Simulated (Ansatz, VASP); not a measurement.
# Al24SiH2Cl2O36 (dichlorosilane on alpha-Al2O3(0001)) in two plane-wave programs, part 2 of 2

One calculation is typed for both programs; each brings its own data sets. How far apart do they land? The cell is taken from a series of runs on this material, whose earlier steps may have relaxed, scaled, displaced or heated it; both programs get it as it stands.

VASP 6.6.1 and Ansatz 0.2.0.

So far: The structure; VASP: single point, HSE06 with D3(BJ).

### Step 3. Ansatz: single point, HSE06 with D3(BJ)

Level of this step: Ansatz beside VASP: Kohn-Sham DFT, plane waves, HSE06 with D3(BJ) (Ansatz).

Ansatz runs on its default PAW (the set named soft_2) files.

The same cell, functional, mesh and smearing now go to Ansatz, which takes its cutoff from its data sets.

Input file input.yaml:

```yaml
crystal:
  lattice:
    - [9.58, 0.0, 0.0]
    - [-4.79, 8.29652, 0.0]
    - [0.0, 0.0, 22.04645]
  atoms:
    - { symbol: Al, position: [0.0, 0.0, 0.13317] }
    - { symbol: Al, position: [0.33671, 0.17057, 0.23172] }
    - { symbol: Al, position: [0.99847, 0.99916, 0.25914] }
    - { symbol: Al, position: [0.33333, 0.16667, 0.08559] }
    - { symbol: Al, position: [0.16667, 0.33333, 0.12346] }
    - { symbol: Al, position: [0.1705, 0.33683, 0.24155] }
    - { symbol: O, position: [0.15396, 0.99116, 0.08382] }
    - { symbol: O, position: [0.00884, 0.1628, 0.08382] }
    - { symbol: O, position: [0.3372, 0.34604, 0.08382] }
    - { symbol: O, position: [0.49482, 0.17398, 0.28044] }
    - { symbol: O, position: [0.32809, 0.32512, 0.28132] }
    - { symbol: O, position: [0.17765, 0.00711, 0.27818] }
    - { symbol: O, position: [0.00545, 0.33644, 0.18273] }
    - { symbol: O, position: [0.16463, 0.17202, 0.18314] }
    - { symbol: O, position: [0.32224, 0.49075, 0.18065] }
    - { symbol: Al, position: [0.0, 0.5, 0.13317] }
    - { symbol: Al, position: [0.33456, 0.66325, 0.2318] }
    - { symbol: Al, position: [0.99852, 0.49986, 0.26493] }
    - { symbol: Al, position: [0.33333, 0.66667, 0.08559] }
    - { symbol: Al, position: [0.16667, 0.83333, 0.12346] }
    - { symbol: Al, position: [0.16706, 0.83388, 0.24331] }
    - { symbol: O, position: [0.15396, 0.49116, 0.08382] }
    - { symbol: O, position: [0.00884, 0.6628, 0.08382] }
    - { symbol: O, position: [0.3372, 0.84604, 0.08382] }
    - { symbol: O, position: [0.49482, 0.66959, 0.28069] }
    - { symbol: O, position: [0.32697, 0.82044, 0.27925] }
    - { symbol: O, position: [0.17696, 0.50441, 0.27958] }
    - { symbol: O, position: [0.00762, 0.83931, 0.18319] }
    - { symbol: O, position: [0.16248, 0.67115, 0.18273] }
    - { symbol: O, position: [0.32834, 0.99168, 0.18242] }
    - { symbol: Al, position: [0.5, 0.0, 0.13317] }
    - { symbol: Al, position: [0.83305, 0.16701, 0.23317] }
    - { symbol: Al, position: [0.50061, 8.0e-05, 0.26892] }
    - { symbol: Al, position: [0.83333, 0.16667, 0.08559] }
    - { symbol: Al, position: [0.66667, 0.33333, 0.12346] }
    - { symbol: Al, position: [0.66322, 0.33431, 0.24188] }
    - { symbol: O, position: [0.65396, 0.99116, 0.08382] }
    - { symbol: O, position: [0.50884, 0.1628, 0.08382] }
    - { symbol: O, position: [0.8372, 0.34604, 0.08382] }
    - { symbol: O, position: [0.99847, 0.17418, 0.27851] }
    - { symbol: O, position: [0.82413, 0.32227, 0.27917] }
    - { symbol: O, position: [0.67788, 0.00174, 0.27932] }
    - { symbol: O, position: [0.50737, 0.33051, 0.18072] }
    - { symbol: O, position: [0.66417, 0.1698, 0.18269] }
    - { symbol: O, position: [0.8274, 0.49293, 0.18295] }
    - { symbol: Al, position: [0.5, 0.5, 0.13317] }
    - { symbol: Al, position: [0.82765, 0.66508, 0.23222] }
    - { symbol: Al, position: [0.50128, 0.50052, 0.30167] }
    - { symbol: Al, position: [0.83333, 0.66667, 0.08559] }
    - { symbol: Al, position: [0.66667, 0.83333, 0.12346] }
    - { symbol: Al, position: [0.66391, 0.82746, 0.24236] }
    - { symbol: O, position: [0.65396, 0.49116, 0.08382] }
    - { symbol: O, position: [0.50884, 0.6628, 0.08382] }
    - { symbol: O, position: [0.8372, 0.84604, 0.08382] }
    - { symbol: O, position: [0.99343, 0.67312, 0.27867] }
    - { symbol: O, position: [0.8267, 0.82249, 0.2793] }
    - { symbol: O, position: [0.67476, 0.50399, 0.28029] }
    - { symbol: O, position: [0.50786, 0.83366, 0.18273] }
    - { symbol: O, position: [0.66879, 0.6768, 0.18027] }
    - { symbol: O, position: [0.8331, 0.99511, 0.18343] }
    - { symbol: Si, position: [0.22973, 0.27239, 0.40624] }
    - { symbol: Cl, position: [0.17559, 0.23787, 0.49708] }
    - { symbol: Cl, position: [0.47983, 0.46699, 0.40686] }
    - { symbol: H, position: [0.22801, 0.12958, 0.38057] }
    - { symbol: H, position: [0.14181, 0.34485, 0.37805] }
kpoints:
  mp_grid: { grid: [1, 1, 1] }
hamiltonian:
  xc: hse06
  dispersion: d3bj
scf:
  occupations: { method: fermi_dirac, width: 0.025 }
output:
  forces: true
```

On the command line:

```
> ansatz run input.yaml --threads 4 --pin off --max-ram 8192MiB --backend cpu --events-out ev --progress --plain --runs-dir out
```

Numbers of over 12 decimals in the logs are rounded to 6 here.

Log:

```text
exact exchange: scf.exx.singularity resolves to wigner_seitz, which cuts the screened interaction at the faces of the exchange supercell's Wigner-Seitz cell, so that each pair interacts once, at the shortest of its separations (the periodic images that this leaves out come, for a point-like exchange hole, to about 0.011 eV on a filled level). The cut falls within the interaction's reach, and what an exchange supercel [...]
Engine: ansatz 0.2.0, aarch64-unknown-linux-gnu
Pseudopotentials: kind: paw
Pseudopotential: Al, paw, valence charge 3, recommended cutoff 420 eV (normal), Al.paw.azcp
Pseudopotential: O, paw, valence charge 6, recommended cutoff 420 eV (normal), O.paw.azcp
Pseudopotential: Si, paw, valence charge 4, recommended cutoff 420 eV (normal), Si.paw.azcp
Pseudopotential: Cl, paw, valence charge 7, recommended cutoff 420 eV (normal), Cl.paw.azcp
Pseudopotential: H, paw, valence charge 1, recommended cutoff 420 eV (normal), H.paw.azcp
Functional definition: HSE06
  parameter a = 0.25
  parameter omega = 0.11/bohr
  exchange = pbe_x - a*pbe_x_sr(omega) + a*exact_x_sr(omega)
  correlation = pbe_c
Crystal: 65 atoms, lattice volume = 1752.266 Å³
Basis set: ecut = 420 eV, 34135 PW (Γ), exchange–correlation on 144×144×300 points (8 copies of the dense FFT grid, shifted against one another)
Bands: 219, of which v1, the nominal top of the filled ones, is band 154 counted from 1 (153 counted from 0)
Symmetry: 1 space group operations
Space group: P1 (ITA 1), of the structure as read, at distance tolerance 1.2e-4 Å
k-points: 1
Non-local potential: Al, projectors of the file, l = 0: 2, l = 1: 2, l = 2: 1
Non-local potential: O, projectors of the file, l = 0: 2, l = 1: 2, l = 2: 1
Non-local potential: Si, projectors of the file, l = 0: 2, l = 1: 2, l = 2: 2
Non-local potential: Cl, projectors of the file, l = 0: 2, l = 1: 2, l = 2: 2
Non-local potential: H, projectors of the file, l = 0: 2, l = 1: 1
PAW form: soft (Blöchl's): semilocal exchange-correlation on the pseudo side does not see the compensation charge
PAW frozen core: Al, regenerated for the run's functional, and the local potential with it (the file was generated under x = pbe(κ = 0.804, μ = 0.219515), c = pbe(β = 0.066725))
PAW frozen core: O, regenerated for the run's functional, and the local potential with it (the file was generated under x = pbe(κ = 0.804, μ = 0.219515), c = pbe(β = 0.066725))
PAW frozen core: Si, regenerated for the run's functional, and the local potential with it (the file was generated under x = pbe(κ = 0.804, μ = 0.219515), c = pbe(β = 0.066725))
PAW frozen core: Cl, regenerated for the run's functional, and the local potential with it (the file was generated under x = pbe(κ = 0.804, μ = 0.219515), c = pbe(β = 0.066725))
PAW one-centre angular grid: Al, 110 points (default); XC on 64 Gauss nodes
PAW one-centre angular grid: O, 110 points (default); XC on 96 Gauss nodes
PAW one-centre angular grid: Si, 110 points (default); XC on 64 Gauss nodes
PAW one-centre angular grid: Cl, 110 points (default); XC on 64 Gauss nodes
PAW one-centre angular grid: H, 110 points (default); XC on 64 Gauss nodes
Initial density: superposition of atomic densities (neutral atoms: chi_scale 0, normalization atom), corrected by the library's trained network
Initial wavefunctions: pseudopotential atomic-orbital guess
Functional: x = pbe(κ = 0.804, μ = 0.219515), c = pbe(β = 0.066725), warm-up for x = pbe(κ = 0.804, μ = 0.219515) + 0.25 (exact − pbe) at short range (hse, ω = 0.207870 Å⁻¹), c = pbe(β = 0.066725); HSE06 as pw.x's `hse` composes it (authors' and Libxc's form: `xc: wpbeh`)
SCF iter   1: F=—  HF=-36244.043357 eV  |F-HF|=—  |Δ(HF+E_count)|=         —  Δρ=1.68e-3  dr2=8.79e-2  ethr=1.77e-3  ⟨swp⟩=13.0  Hψ=1622  notcnv=0  reapply=1
preconditioner: auto → none  [insulator: Δε(μ)=5.058 eV  Ē_g=14.902 eV  σ=0.025 eV  W_gap=1.00  n_scr=248 (ndim 8)  ℏωp=15.6 eV  f_vac=0.612  D(μ)=0.00/eV (n_scr^D=0)]
[...]
SCF iter   3: F=—  HF=-36253.734440 eV  |F-HF|=—  |Δ(HF+E_count)|=   9.07e-2  Δρ=9.73e-4  dr2=1.81e-2  ethr=1.45e-6  ⟨swp⟩=8.0  Hψ=832  notcnv=0
iter 4 solved again at ethr=1.26e-7 eV; its pass at ethr=1.45e-6 eV (dr2=3.88e-4 eV) is discarded
SCF iter   4: F=—  HF=-36253.728628 eV  |F-HF|=—  |Δ(HF+E_count)|=   5.81e-3  Δρ=1.52e-4  dr2=4.94e-4  ethr=1.26e-7  ⟨swp⟩=2.0  Hψ=1155  notcnv=0
SCF iter   5: F=—  HF=-36253.729601 eV  |F-HF|=—  |Δ(HF+E_count)|=   9.73e-4  Δρ=1.03e-4  dr2=1.75e-4  ethr=1.26e-7  ⟨swp⟩=6.0  Hψ=634  notcnv=0  defer=2
SCF iter   6: F=-36253.729563 eV  HF=-36253.729562 eV  |F-HF|=1.64e-6  |Δ(HF+E_count)|=   3.95e-5  Δρ=1.93e-5  dr2=1.21e-5  ethr=5.43e-8  ⟨swp⟩=4.0  Hψ=469  notcnv=0  defer=1
SCF 2 stopped early in 6 iterations: F = -36253.729563 eV  dr2 = 1.21e-5
  Residual-converged pass: ⟨swp⟩=5.0  Hψ=684  notcnv=0  max |occ|·‖R‖ = 6.4e-6 eV (tolerance 6.7e-6 eV)  dr2=1.17e-5  dr2_onsite=6.72e-7  max |Δocc| = 0.0e0
  greatest PAW one-centre occupation: 0.919 electrons in one spin orbital (limit 2), on the Cl atom at site 61 (counted from 0), in its partial waves of l = 0
hybrid outer 1: dexx = +1.101e-1 eV, tail = 1.16e-4 eV
Exchange kernel: α = 0.2500, screened, ω = 0.2079 Å⁻¹, Wigner–Seitz truncation, v(0) = 909.7653 eV·Å³, q-mesh 1×1×1, nearest image of the exchange supercell L = 9.58 Å, pair-density grid 45×45×108, without the augmentation charges, whose exchange is taken in its separable form (sized by the pseudopotential files, 60×60×150 at the most)
Frozen-core exchange: fock
SCF iter   1: F=—  HF=-36253.728808 eV  |F-HF|=—  |Δ(HF+E_count)|=         —  Δρ=3.69e-5  dr2=1.86e-5  ethr=1.89e-7  ⟨swp⟩=17.0  Hψ=730  notcnv=0
preconditioner: auto → none  [insulator: Δε(μ)=6.868 eV  Ē_g=17.044 eV  σ=0.025 eV  W_gap=1.00  n_scr=248 (ndim 8)  ℏωp=15.6 eV  f_vac=0.614  D(μ)=0.00/eV (n_scr^D=0)]
SCF iter   2: F=—  HF=-36253.728802 eV  |F-HF|=—  |Δ(HF+E_count)|=   6.03e-6  Δρ=8.26e-6  dr2=4.55e-7  ethr=5.72e-9  ⟨swp⟩=3.0  Hψ=490  notcnv=0
SCF iter   3: F=—  HF=-36253.728803 eV  |F-HF|=—  |Δ(HF+E_count)|=   1.13e-6  Δρ=3.38e-6  dr2=9.81e-8  ethr=1.13e-10  ⟨swp⟩=7.0  Hψ=663  notcnv=0  defer=3
SCF iter   4: F=-36253.728803 eV  HF=-36253.728803 eV  |F-HF|=8.48e-9  |Δ(HF+E_count)|=  9.46e-11  Δρ=1.00e-6  dr2=1.20e-8  ethr=2.94e-11  ⟨swp⟩=5.0  Hψ=566  notcnv=0  defer=3
SCF 3 converged in 4 iterations: F = -36253.728803 eV  dr2 = 1.20e-8
  Residual-converged pass: ⟨swp⟩=3.0  Hψ=451  notcnv=0  max |occ|·‖R‖ = 2.2e-6 eV (tolerance 2.5e-6 eV)  dr2=1.28e-8  dr2_onsite=8.26e-10  max |Δocc| = 0.0e0
hybrid outer 2: dexx = +1.016e-6 eV, tail = 4.05e-8 eV, Δε = 1.74e-3 eV (about 3.55e-5 eV left of the loop's levels), ΔF = 4.64e-3 eV/Å (tail 2.95e-4)
hybrid SCF converged: 2 outer / 10 inner (+4 warm-up), last move |dexx| = 1.02e-6 eV, tail = 4.05e-8 eV
Stability not checked: this state was not tested for a lower state beside it, because the functional holds exact exchange (a hybrid, or Hartree-Fock), whose exchange loop this test does not read (fock_operator; see scf.lower_state_search)
Free energy (F): -36253.728803 eV
Frozen-core exchange: fock
Harris-Foulkes:  -36253.728803 eV  (|F-HF|=8.48e-9)
Internal energy: -36253.728803 eV  (E = F + TS)
E sigma→0 (E₀):  -36253.728803 eV
Fermi energy:    -0.182850 eV
--- Per-component energies (eV) ---
  E_band       = -3143.624629
  E_kinetic    = 7522.131825
  E_local      = -192462.362861  (includes V_loc(G=0)·N_el)
  E_nonlocal   = 1998.061219
  E_hartree    = 93128.223870
  E_xc         = -3194.301638
  E_vxc        = -3587.490737  (∫ρ·V_xc dr)
  E_exx        = -855.807403  (= α·E_x^exact, valence–valence)
  E_paw        = -18694.048431  (= ΣΔE_a)
  E_vpaw       = -1158.899816  (= ΣTr[D̂ρ^β])
  E_aug_tail   = 0.088225  (compensation charges beyond the density's cutoff)
  E_ewald      = 76317.986797
  E_disp       = -11.382868  (pairwise vdW)
  E_core_change = -2.317525  (= ΣΔE_core)
  E_smearing   = -0.000000  (= −TS)
  E_closure    = -0.000013  (closes the sum)
  Σ components = -36253.728803   (vs F -36253.728803, Δ=-1.46e-11)
--- Forces (eV/Å), atoms counted from 1 ---
  atom   1  Al    -0.03341957    -0.06769204    -1.06209995
  atom   2  Al    -0.01802535     0.02559043     0.15214417
  atom   3  Al    -0.00366665     0.01311882     0.11183223
  atom   4  Al     0.21173088     0.16041978    -0.07717549
  atom   5  Al     0.00345010     0.38962470    -0.07056610
  atom   6  Al     0.03972897    -0.01186226     0.09198260
  atom   7  O      0.16259464     0.18372800     0.57207060
  atom   8  O     -0.22449065     0.09319306     0.61129771
  atom   9  O      0.01580438    -0.42673321     0.42628553
  atom  10  O      0.15299675    -0.13270439    -0.45550224
  atom  11  O      0.02522441     0.16051676    -0.25660646
  atom  12  O     -0.13370375    -0.07885800    -0.46758511
  atom  13  O      0.05100259     0.04900804     0.01271442
  atom  14  O     -0.06830103     0.02328853     0.03557834
  atom  15  O     -0.09232140    -0.08811380    -0.02298950
  atom  16  Al     0.07735155    -0.01847919    -0.62276527
  atom  17  Al     0.01321823    -0.01621053     0.15014718
  atom  18  Al    -0.00755447    -0.00481647     0.11502776
  atom  19  Al     0.11419998    -0.19052724    -0.07849966
  atom  20  Al     0.10274421     0.07856722     0.15967527
  atom  21  Al    -0.01394037    -0.00551835     0.06224414
  atom  22  O     -0.02824651     0.17791593     0.33667806
  atom  23  O     -0.31125126     0.14594891     0.62275576
  atom  24  O      0.06381849    -0.30311817     0.54704469
[...]
atom  58  O      0.08217998     0.01612006     0.01742926
  atom  59  O     -0.03130958     0.12371939    -0.02214289
  atom  60  O      0.04742601    -0.05917145     0.02632725
  atom  61  Si     0.01650705     0.08332671     0.13257986
  atom  62  Cl     0.07559772     0.03941075    -0.32878147
  atom  63  Cl    -0.16217153    -0.17766653    -0.14466598
  atom  64  H     -0.08101056     0.16700300     0.09086266
  atom  65  H      0.15483737    -0.09856226     0.08049345
  max |Σ_I F_I| component: 6.80e-4 eV/Å
--- Band table (eV) ---
  k-point 0: bands = [... 150 lower, -3.7103, -3.6760, -3.6307, -3.6204, 3.2477]
  guard bands above this table: 64 of the run's 219 bands. The solve was not asked for them (output.publish_guard_bands: true or output.eigenvalues: true publishes all)
```

In the SCF lines HF is the Harris–Foulkes energy and dr2 the Hartree energy of the density residual, in eV; the loop may stop once dr2 is under the threshold and the program's other checks hold. Hψ counts applications of the Hamiltonian.

### Step 4. Comparison

Known differences besides the potentials themselves: exact exchange at q = 0 is treated differently, which shows on coarse meshes; VASP keeps PBE cores, Ansatz makes them for the functional; the cutoff is 420 eV in Ansatz and 520 eV in VASP (PREC = Accurate, projectors in real space); VASP takes a coarser grid for exact exchange (PRECFOCK = Fast). Total energies have different zeros and are not compared.

The two programs side by side:

| quantity | Ansatz | VASP | difference |
| --- | --- | --- | --- |
| gap on the k mesh (eV) | 6.868 | 6.858 | +0.010 |

Forces on 10 of the 65 atoms, those with the largest forces and the largest differences (eV/Å; atoms numbered as in POSCAR):

| atom | Ansatz x, y, z | VASP x, y, z |
| --- | --- | --- |
| Al1 | -0.033, -0.068, -1.062 | -0.032, -0.066, -1.089 |
| Al7 | 0.077, -0.018, -0.623 | 0.076, -0.018, -0.648 |
| Al21 | -0.019, -0.045, -0.215 | -0.025, -0.053, -0.121 |
| O25 | 0.163, 0.184, 0.572 | 0.145, 0.163, 0.588 |
| O26 | -0.224, 0.093, 0.611 | -0.197, 0.089, 0.628 |
| O35 | -0.311, 0.146, 0.623 | -0.284, 0.141, 0.639 |
| O36 | 0.064, -0.303, 0.547 | 0.055, -0.277, 0.563 |
| O43 | 0.291, 0.159, 0.628 | 0.273, 0.137, 0.645 |
| Si61 | 0.017, 0.083, 0.133 | 0.018, 0.089, 0.208 |
| Cl62 | 0.076, 0.039, -0.329 | 0.090, 0.052, -0.405 |

The forces differ by 21 meV/Å r.m.s., which is 9.1 % of the r.m.s. force of 0.227 eV/Å (both taken over all components). A gap on the mesh is an upper bound, since the band edges may lie between its points. With vacuum in the cell, a pressure given here is an average over mostly empty space and none of the material.

### Step 5. Outcome

```yaml
r_m_s_force_difference_single_point_hse06_with_d3_bj: 9.1 % of the r.m.s. force
```

**Reading.** The r.m.s. force difference is 9.1 % of the r.m.s. force (single point, HSE06 with D3(BJ)), beyond the 3 % picked in this series as the mark of a large difference. What causes the difference of the single point, HSE06 with D3(BJ) pair stays open here. How closely two codes agree says nothing of how well the functional describes the real material.

[Lines on the potential files, build, host, timing and source positions are cut from VASP's logs without a mark.]

[Logs are printed without paths, hosts, clocks, repeated set-up lines and the standing remarks that a program may print on its own settings, such as how far it seeks lower states.]

[Hosts, paths, dates, database ids (printed as entryN), source tags and the programs' standing remarks are cut or masked in the printed files.]
